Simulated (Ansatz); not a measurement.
Crystal: CdS (Hawleyite).

```xyz
2
Lattice="0.0000 2.9165 2.9165 2.9165 0.0000 2.9165 2.9165 2.9165 0.0000" Properties=species:S:1:pos:R:3 pbc="T T T"
Cd    0.0000    0.0000    0.0000
S     4.3748    4.3748    4.3748
```

| Property | Result |
| --- | --- |
| Program | Ansatz 0.2.0 |
| Task | single point |
| Functional | PBE |
| Potentials or basis | all-electron LAPW, scalar-relativistic |
| Cutoff | 246 eV (chosen from the basis error) |
| Basis error allowed | 0.001 eV/atom |
| k mesh | 8 × 8 × 8 |
| Occupations | fermi-dirac, width 0.05 eV |
| Spin | no spin polarisation |

On this cell: pressure 2.9 GPa; largest force zero by symmetry; band gap on the k mesh 1.15 eV, direct.

The same run follows on a disturbed copy (atoms moved at random, drawn with an rms of 0.05 Å):

```xyz
2
Lattice="0.0000 2.9165 2.9165 2.9165 0.0000 2.9165 2.9165 2.9165 0.0000" Properties=species:S:1:pos:R:3 pbc="T T T"
Cd    0.0554   -0.0401    0.0351
S     4.3656    4.3702    4.3626
```

**Question.** What does the disturbed cell give?

**Answer.** The energy moves by +11.0 meV/atom; pressure 3.1 GPa; largest force 0.532 eV/Å; band gap on the k mesh 1.14 eV, direct.

Forces in eV/Å, atoms in the order of the input:
```
Cd  -0.368  0.248 -0.294
S    0.368 -0.248  0.294
```

Stress tensor (GPa, compression positive):
```
 3.04 -1.23  1.02
-1.23  3.13 -1.58
 1.02 -1.58  3.10
```

